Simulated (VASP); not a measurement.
Crystal: MgF2.

```xyz
6
Lattice="4.6190 0.0000 0.0000 0.0000 4.6268 0.0000 0.0000 0.0000 3.0516" Properties=species:S:1:pos:R:3 pbc="T T T"
Mg    2.3095    2.3134    1.5258
Mg    0.0000    0.0000    0.0000
F     3.7091    0.9102    1.5258
F     0.9099    3.7166    1.5258
F     1.3996    1.4032    0.0000
F     3.2194    3.2236    0.0000
```

The cell comes from a database or a generator and needn't be the stable form of this composition.

Program: VASP 6.6.1. Alike in all runs: task band structure; potentials or basis VASP PAW PBE potentials, release 64 (Mg, F); no spin polarisation; cell as given; k mesh 6 × 6 × 8; cutoff (eV) 520; smearing gaussian 0.02 eV.

Question: Order these runs on this cell by their band gap on the k mesh, lowest first.
A. level TB-mBJ
B. level r2SCAN
C. level PBEsol

Answer: C (6.93 eV), B (8.01 eV), A (10.86 eV).

